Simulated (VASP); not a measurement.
# W (Fm-3m) in VASP: single point with PBE

Aim: the single point of W with PBE.

Everything below comes from runs of VASP 6.6.1. Logs are shortened: lines on timing, memory, paths and dates and some standing lists are left out, and cuts for length are marked.

### Step 1. The structure

The structure is cubic, space group Fm-3m (No. 225). Conventional cell: a = 4.060 Å, b = 4.060 Å, c = 4.060 Å, α = 90.00°, β = 90.00°, γ = 90.00°. W (site symmetry m-3m) is surrounded by 12 W at 2.87 Å.

This isn't the form of W at room conditions, which is bcc.

### Step 2. Single point, PBE

File run.py:

```python
from ase.calculators.vasp import Vasp
from ase.dft.bandgap import bandgap
from ase.io import read

atoms = read('W.xyz')
calc = Vasp(
    directory='calc',
    xc='pbe',
    pp='PBE',
    setups={'base': 'minimal', 'W': '_sv'},
    pp_version='54',
    prec='Accurate',
    encut=520,
    ediff=1e-06,
    ismear=0,
    sigma=0.02,
    lreal=False,
    lasph=True,
    nelm=100,
    algo='Normal',
    isif=2,
    lwave=False,
    lcharg=False,
    kpts=[11, 11, 11],
    gamma=True,
)
atoms.calc = calc

print('energy (eV):', atoms.get_potential_energy())
print('free energy (eV):', atoms.get_potential_energy(force_consistent=True))
print('forces (eV/A):')
print(atoms.get_forces())
print('stress (eV/A^3, Voigt):', atoms.get_stress())
print('Fermi level (eV):', calc.get_fermi_level())
gap, top, bottom = bandgap(calc)
print('band gap (eV):', gap, 'from (spin, k, band)', top, 'to', bottom)
```

File W.xyz:

```xyz
1
Lattice="0.0000000000 2.0300000000 2.0300000000 2.0300000000 0.0000000000 2.0300000000 2.0300000000 2.0300000000 0.0000000000" Properties=species:S:1:pos:R:3 pbc="T T T"
W      0.0000000000      0.0000000000      0.0000000000
```

Potentials or basis: VASP PAW PBE potentials, release 54 (W_sv).

The run is started by

```bash
> python run.py
```

Log:

```text
energy (eV): -12.47786755
free energy (eV): -12.47792222
forces (eV/A):
[[-0.  0.  0.]]
stress (eV/A^3, Voigt): [ 0.02845684  0.02845684  0.02845684 -0.         -0.         -0.        ]
Fermi level (eV): 10.23877445
band gap (eV): 0.0 from (spin, k, band) (None, None, None) to (None, None, None)
```

OUTCAR:

```text
ENCUT = 520.000000
   EDIFF = 1.00e-06
   GGA = PE
   PREC = Accurate
   ISIF = 2
   ISMEAR = 0
   NELM = 100
   LASPH = .TRUE.
   LREAL = .FALSE.

 ion  position               nearest neighbor table
   1  0.000  0.000  0.000-

  LATTYP: Found a face centered cubic cell.
 ALAT       =     4.0600000000

  Lattice vectors:

 A1 = (   0.0000000000,   2.0300000000,   2.0300000000)
 A2 = (   2.0300000000,   0.0000000000,   2.0300000000)
 A3 = (   2.0300000000,   2.0300000000,   0.0000000000)

Analysis of symmetry for initial positions (statically):
=====================================================================
 Subroutine PRICEL returns:
 Original cell was already a primitive cell.

 Routine SETGRP: Setting up the symmetry group for a
 face centered cubic supercell.

 Subroutine GETGRP returns: Found 48 space group operations
 (whereof 48 operations were pure point group operations)
 out of a pool of 48 trial point group operations.

The static configuration has the point symmetry O_h .

Analysis of symmetry for dynamics (positions and initial velocities):
=====================================================================
 Subroutine PRICEL returns:
 Original cell was already a primitive cell.

 Routine SETGRP: Setting up the symmetry group for a
 face centered cubic supercell.

 Subroutine GETGRP returns: Found 48 space group operations
 (whereof 48 operations were pure point group operations)
 out of a pool of 48 trial point group operations.

The dynamic configuration has the point symmetry O_h .

 Subroutine INISYM returns: Found 48 space group operations
 (whereof 48 operations are pure point group operations),
 and found     1 'primitive' translations

----------------------------------------------------------------------------------------

                                     Primitive cell

  volume of cell :      16.7309

  direct lattice vectors                    reciprocal lattice vectors
     0.000000000  2.030000000  2.030000000    -0.246305419  0.246305419  0.246305419
     2.030000000  0.000000000  2.030000000     0.246305419 -0.246305419  0.246305419
     2.030000000  2.030000000  0.000000000     0.246305419  0.246305419 -0.246305419

  length of vectors
     2.870853532  2.870853532  2.870853532     0.426613499  0.426613499  0.426613499

  position of ions in fractional coordinates (direct lattice)
     0.000000000  0.000000000  0.000000000

  ion indices of the primitive-cell ions
   primitive index   ion index
                 1           1

----------------------------------------------------------------------------------------

 KPOINTS: KPOINTS created by Atomic Simulation Env

Automatic generation of k-mesh.
 Grid dimensions read from file:
 generate k-points for:   11   11   11

 Generating k-lattice:

  Cartesian coordinates                     Fractional coordinates (reciprocal lattice)
    -0.022391402  0.022391402  0.022391402     0.090909091  0.000000000  0.000000000
     0.022391402 -0.022391402  0.022391402     0.000000000  0.090909091  0.000000000
     0.022391402  0.022391402 -0.022391402     0.000000000  0.000000000  0.090909091

  Length of vectors
     0.038783045  0.038783045  0.038783045

  Shift w.r.t. Gamma in fractional coordinates (k-lattice)
     0.000000000  0.000000000  0.000000000

 Subroutine IBZKPT returns following result:
 ===========================================

 Found     56 irreducible k-points:

 Following reciprocal coordinates:
            Coordinates               Weight
  0.000000  0.000000  0.000000      1.000000
  0.090909  0.000000  0.000000      8.000000
  0.181818  0.000000  0.000000      8.000000
  0.272727  0.000000  0.000000      8.000000
  0.363636  0.000000  0.000000      8.000000
  0.454545  0.000000  0.000000      8.000000
[... 16 lines left out ...]
 -0.272727  0.181818  0.000000     24.000000
 -0.181818  0.181818  0.000000     12.000000
 [... further k-points ...]
   k-points           NKPTS =     56   k-points in BZ     NKDIM =     56   number of bands    NBANDS=     11
   number of dos      NEDOS =    301   number of ions     NIONS =      1
   total plane-waves  NPLWV =  13824
   dimension x,y,z NGX =    24 NGY =   24 NGZ =   24
   dimension x,y,z NGXF=    48 NGYF=   48 NGZF=   48
   ions per type =               1
   NGX,Y,Z   is equivalent  to a cutoff of  13.90, 13.90, 13.90 a.u.
   NGXF,Y,Z  is equivalent  to a cutoff of  27.80, 27.80, 27.80 a.u.
 SYSTEM =  unknown system
   PREC   = accura    normal or accurate (medium, high low for compatibility)
   ISTART =      0    job   : 0-new  1-cont  2-samecut
   ICHARG =      2    charge: 1-file 2-atom 10-const
   ISPIN  =      1    spin polarized calculation?
   LNONCOLLINEAR =      F non collinear calculations
   LSORBIT =      F    spin-orbit coupling
   LASPH  =      T    aspherical Exc in radial PAW
   ENCUT  =  520.0 eV  38.22 Ry    6.18 a.u.   5.34  5.34  5.34*2*pi/ulx,y,z
   NELM   =    100;   NELMIN=  2; NELMDL= -5     # of ELM steps
   EDIFF  = 0.1E-05   stopping-criterion for ELM
   LREAL  =      F    real-space projection
   EDIFFG = 0.1E-04   stopping-criterion for IOM
   NSW    =      0    number of steps for IOM
   IBRION =     -1    ionic relax: 0-MD 1-quasi-New 2-CG
   NFREE  =      0    steps in history (QN), initial steepest desc. (CG)
   ISIF   =      2    stress and relaxation
   ISYM   =      2    0-nonsym 1-usesym 2-fastsym
   POTIM  = 0.5000    time-step for ionic-motion
   TEBEG  =    0.0;   TEEND  =   0.0 temperature during run
   PSTRESS=    0.0 pullay stress
   NELECT =      14.0000    total number of electrons
   NUPDOWN=      -1.0000    fix difference up-down
   EMIN   =  10.00;   EMAX   =-10.00  energy-range for DOS
   EFERMI =   0.00;   METHOD = LEGACY
   ISMEAR =     0;   SIGMA  =   0.02  broadening in eV -4-tet -1-fermi 0-gaus
   EFERMI_NEDOS =   21; number of points for ismear=-14 and -15
   IALGO  =     38    algorithm
   IMIX   =      4    mixing-type and parameters
     AMIX     =   0.40;   BMIX     =  1.00
     AMIX_MAG =   1.60;   BMIX_MAG =  1.00
  volume/ion in A,a.u.               =      16.73       112.91
  Fermi-wavevector in a.u.,A,eV,Ry     =   1.542688  2.915258 32.380324  2.379887
  Thomas-Fermi vector in A             =   2.648457
   LORBIT       =      0    0 simple, 1 ext, 2 COOP (PROOUT), +10 PAW based schemes
   GGA     = PE    functional components
   LHFCALC =     F    Hartree Fock is set to
   AEXX    =    0.0000 exact exchange contribution
   IVDW    =     0    specifies the selected vdW correction
   LEPSILON=     F    determine dielectric tensor
   LRPA    =     F    only Hartree local field effects (RPA)
 non-spin polarized calculation
 Gauss-broadening in eV      SIGMA  =   0.02
  energy-cutoff  :      520.00
  volume of cell :       16.73
 maximum number of plane-waves:       463
 NGX is ok and might be reduce to    24
   NGX = 11   NGY = 11   NGZ = 11

 number of electron      14.0000002 magnetization

 Free energy of the ion-electron system (eV)
  ---------------------------------------------------
  ext. energy  EPLUGINS =         0.00000000
  ---------------------------------------------------
  free energy    TOTEN  =       -12.47792222 eV

  energy without entropy =      -12.47781289  energy(sigma->0) =      -12.47786755

 E-fermi :  10.2388     XC(G=0): -13.3277

 val. band max:       10.1980015627   @ k =  -0.2727   0.0909   0.0000
 cond. band min:      10.2549083264   @ k =   0.1818   0.0909   0.0000
 fundamental gap:      0.0569067637
 Fermi energy:        10.2387744529

 k-point     1 :       0.0000    0.0000    0.0000
  band No.  band energies     occupation
      1     -63.4814      2.00000
      2     -27.1360      2.00000
      3     -27.1360      2.00000
      4     -27.1360      2.00000
      5       1.3350      2.00000
      6       9.6935      2.00000
      7       9.6935      2.00000
      8       9.6935      2.00000
      9      12.7335      0.00000
     10      12.7335      0.00000
     11      22.9877      0.00000
[... 309 lines left out ...]
 k-point    24 :      -0.1818    0.1818    0.0000
  band No.  band energies     occupation
      1     -63.4169      2.00000
      2     -27.7375      2.00000
      3     -27.3892      2.00000
      4     -27.2090      2.00000
      5       4.4491      2.00000
      6       8.1901      2.00000
      7       9.6081      2.00000
      8      11.1693      0.00000
      9      11.2319      0.00000
     10      14.6278      0.00000
     11      24.3431      0.00000

 [... further k-points ...]

------------------------ aborting loop because EDIFF is reached ----------------------------------------

  FORCE on cell =-STRESS in cart. coord.  units (eV):
  Direction    XX          YY          ZZ          XY          YZ          ZX
  --------------------------------------------------------------------------------------
  -------------------------------------------------------------------------------------
  Total       -0.4761070     -0.4761070     -0.4761070     -0.0000000      0.0000000      0.0000000
  in kB      -45.5928805    -45.5928805    -45.5928805     -0.0000000      0.0000000      0.0000000
  external PRESSURE =     -45.5928805 kB  Pullay stress =       0.0000000 kB

 VOLUME and BASIS-vectors are now :
 -----------------------------------------------------------------------------
  energy-cutoff  :      520.00
  volume of cell :       16.73
      direct lattice vectors                 reciprocal lattice vectors
     0.000000000  2.030000000  2.030000000    -0.246305419  0.246305419  0.246305419
     2.030000000  0.000000000  2.030000000     0.246305419 -0.246305419  0.246305419
     2.030000000  2.030000000  0.000000000     0.246305419  0.246305419 -0.246305419

 POSITION                                       TOTAL-FORCE (eV/Angst)
 -----------------------------------------------------------------------------------
      0.00000      0.00000      0.00000        -0.000000      0.000000      0.000000
 -----------------------------------------------------------------------------------
    total drift:                               -0.000000      0.000000      0.000000

  FREE ENERGIE OF THE ION-ELECTRON SYSTEM (eV)
  ---------------------------------------------------
  free  energy   TOTEN  =       -12.4779222161 eV

  energy  without entropy=      -12.4778128890  energy(sigma->0) =      -12.47786755
```

INCAR:

```text
ENCUT = 520.000000
SIGMA = 0.020000
EDIFF = 1.00e-06
ALGO = Normal
GGA = PE
PREC = Accurate
ISIF = 2
ISMEAR = 0
NELM = 100
LASPH = .TRUE.
LCHARG = .FALSE.
LWAVE = .FALSE.
LREAL = .FALSE.
```

It took 26 s on 1 thread of AMD EPYC, shared host; peak memory 0.11 GiB.

Results:

```yaml
Free_energy: -12.4779 eV
Pressure: -4.6 GPa
Band_gap_on_the_k_mesh: none (metal or under the smearing width)
```

Levels at points of the mesh, in eV from the Fermi level:
```csv
k point,band 4,band 5,band 6,band 7,band 8,band 9,band 10,band 11
"(0.00, 0.00, 0.00)",-37.37,-8.90,-0.55,-0.55,-0.55,2.49,2.49,12.75
```
